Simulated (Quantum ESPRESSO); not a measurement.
**Hf under changes of volume**

One of the cells (22.380 Å³/atom); the others are scaled copies at fixed shape and fractional positions:

```
CELL_PARAMETERS angstrom
3.19670 0.00000 0.00000
-1.59835 2.76842 0.00000
0.00000 0.00000 5.05780
ATOMIC_POSITIONS crystal
Hf 0.66667 0.33333 0.75000
Hf 0.33333 0.66667 0.25000
```

- Program: Quantum ESPRESSO 7.5
- Functional: LDA
- Potentials or basis: PseudoDojo 0.4.1 SR LDA standard
- Cutoff: 789 eV
- Density cutoff: 3157 eV
- k mesh: 10 × 10 × 5
- Occupations: fermi-dirac, width 0.05 eV
- Spin: no spin polarisation

| volume (Å³/atom) | energy over the lowest point (meV/atom) | pressure (GPa) |
| --- | --- | --- |
| 21.037 | 0.00 | -2.7 |
| 21.485 | 10.85 | -4.9 |
| 21.933 | ? | ? |
| 22.380 | 50.09 | -8.9 |
| 22.828 | 77.42 | -10.6 |
| 23.276 | 109.30 | -12.1 |
| 23.723 | 145.29 | -13.5 |

Question: What does the run at 21.933 Å³/atom give?

Answer: Energy over the lowest point 27.73 meV/atom; pressure -7.0 GPa.

Worked out: A Birch-Murnaghan fit of order 3 (a polynomial in V^(-2/3)) to the other rows has its minimum at 20.54 Å³/atom, just outside them, with B0 = V·E''(V) = 120 GPa and B' = 3.3 at fixed shape and positions, which overstates the stiffness. It gives 27.76 meV/atom at 21.933 Å³/atom, against the run's 27.73, and -dE/dV = -7.1 GPa, against -7.0.

Energies are extrapolated to zero smearing.
